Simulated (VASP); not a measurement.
Bi:

```
Bi
1.0
    -1.98143    1.98143    1.98143
     1.98143   -1.98143    1.98143
     1.98143    1.98143   -1.98143
Bi
1
Direct
  0.00000 0.00000 0.00000
```

This isn't the form of Bi at room conditions, which is rhombohedral.

* Program: VASP 6.6.1
* Task: relaxation of cell and atoms
* Functional: PBE
* Dispersion: D3(BJ)
* Potentials or basis: VASP PAW PBE potentials, release 64 (Bi_d)
* Cutoff: 600 eV
* k mesh: 14 × 14 × 14
* Occupations: methfessel-paxton, width 0.1 eV
* Spin: no spin polarisation

At the start: pressure -1.9 GPa; volume 31.12 Å³/atom.

Q: How do energy, volume and symmetry change on relaxing?

A: Over 3 steps the energy falls by 6.4 meV/atom and the volume is 30.05 Å³/atom (-3.4 %); space group Im-3m (No. 229, to 0.05 Å).

Step by step:
```csv
step,energy change (eV),largest force (eV/Å),pressure (GPa),volume (Å³)
1,0.0000,0.0000,-1.87,31.12
2,-0.0046,0.0000,1.05,29.51
3,-0.0064,0.0000,0.02,30.05
```

Final structure:
```
CELL_PARAMETERS angstrom
-1.95859 1.95859 1.95859
1.95859 -1.95859 1.95859
1.95859 1.95859 -1.95859
ATOMIC_POSITIONS crystal
Bi 0.00000 0.00000 0.00000
```

Caveat: pairwise dispersion overbinds metals, which lowers pressure and volume.
